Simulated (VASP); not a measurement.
## Ce under changes of volume

One of the cells (35.070 Å³/atom); the others are scaled copies at fixed shape and fractional positions:

```xyz
2
Lattice="3.6742 0.0000 0.0000 -1.8371 3.1819 0.0000 0.0000 0.0000 5.9995" Properties=species:S:1:pos:R:3 pbc="T T T"
Ce    1.8371    1.0606    4.4996
Ce    0.0000    2.1213    1.4999
```

This isn't the form of Ce at room conditions, which is fcc.

| Property | Result |
| --- | --- |
| Program | VASP 6.6.1 |
| Functional | PBE |
| Potentials or basis | VASP PAW PBE potentials, release 64 (Ce) |
| Cutoff | 520 eV |
| k mesh | 8 × 8 × 5 |
| Occupations | fermi-dirac, width 0.05 eV |
| Spin | collinear spin, ferromagnetic start |
| Starting moments | [1.0, 1.0] μB |

| volume (Å³/atom) | energy over the lowest point (meV/atom) | pressure (GPa) | moment (μB per cell) |
| --- | --- | --- | --- |
| 32.319 | 0.00 | -3.7 | 1.18 |
| 33.007 | 16.23 | -3.8 | 1.45 |
| 33.694 | 32.74 | -3.9 | 1.68 |
| 35.070 | 66.98 | -4.2 | 2.02 |
| 35.757 | 85.05 | -4.4 | 2.15 |
| 36.445 | ? | ? | ? |

What does the run at 36.445 Å³/atom give?

Energy over the lowest point 103.92 meV/atom; pressure -4.6 GPa; moment 2.25 μB per cell.

Worked out: A Birch-Murnaghan fit of order 3 (a polynomial in V^(-2/3)) to the other rows has no minimum within the range. It gives 103.86 meV/atom at 36.445 Å³/atom, against the run's 103.92, and -dE/dV = -4.5 GPa, against -4.6. A parabola through the other rows of the moment, of slope 0.0951 μB per Å³/atom there, extrapolates to 2.23 μB, against the run's 2.25.

Energies are extrapolated to zero smearing.

Caveats: the magnetic or orbital state may not be the lowest.
